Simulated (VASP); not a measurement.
# A VASP 6.6.1 single-point calculation on LiH

INCAR

```
EDIFF = 1E-7
NSW = 0
ENCUT = 520
GGA = PE
LREAL = .FALSE.
IBRION = -1
SIGMA = 0.02
NELM = 65
LASPH = .TRUE.
ISIF = 2
NBANDS = 9
PREC = Accurate
LWAVE = .FALSE.
IVDW = 11
ISMEAR = -1
LCHARG = .FALSE.
```

KPOINTS

```
KPOINTS created by Atomic Simulation Environment
0
Gamma
10 10 10
0 0 0
```

POSCAR

```
Li H
 1.0000000000000000
     2.5016587116031355   -0.0000000000000000    0.0000000000000000
    -0.0000000000000000    2.5016587116031355    0.0000000000000000
     0.0000000000000000    0.0000000000000000    2.5016587116031355
 Li  H
   1   1
Cartesian
  0.0000000000000000  0.0000000000000000 -0.0000000000000000
  1.2508293558015677  1.2508293558015677  1.2508293558015677
```

The recommended PBE PAW datasets give the neutral cell 4 valence electrons.

Command

```
mpirun -np 1 vasp_std
```

Q: How does this run end, and what does it give?

A: It converged. Results: gap between bands v and c on the k mesh 0.73 eV; least direct gap on the k mesh 4.21 eV; pressure -2.1 GPa. Band v is the last that the valence electrons fill when counted band by band, and c is the next.

OSZICAR

```
N       E                     dE             d eps       ncg     rms          rms(c)
DAV:   1    -0.172545537503E+01   -0.17255E+01   -0.15720E+03  1072   0.405E+02
DAV:   2    -0.587235502987E+01   -0.41469E+01   -0.41231E+01  1397   0.539E+01
DAV:   3    -0.592486585906E+01   -0.52511E-01   -0.52483E-01  1189   0.502E+00
DAV:   4    -0.592505679866E+01   -0.19094E-03   -0.19092E-03  1306   0.268E-01
DAV:   5    -0.592505711544E+01   -0.31678E-06   -0.31679E-06  1186   0.110E-02    0.282E+00
DAV:   6    -0.572825026575E+01    0.19681E+00   -0.16318E-01  1156   0.121E+00    0.140E+00
DAV:   7    -0.565861885954E+01    0.69631E-01   -0.21301E-01  1185   0.153E+00    0.224E-01
DAV:   8    -0.565977143595E+01   -0.11526E-02   -0.41668E-03  1197   0.432E-01    0.531E-02
DAV:   9    -0.565969798162E+01    0.73454E-04   -0.29076E-04  1311   0.568E-02    0.600E-03
DAV:  10    -0.565969784849E+01    0.13312E-06   -0.69908E-06  1096   0.195E-02    0.269E-03
DAV:  11    -0.565969784372E+01    0.47743E-08   -0.13589E-07  1295   0.237E-03
   1 F= -.58794389E+01 E0= -.58794389E+01  d E =-.426704E-10
```

For comparison, a separate PBE run of the intended cell, on usual settings and not on those above, gives a gap of 0.73 eV on its mesh and a pressure of 0.1 GPa.
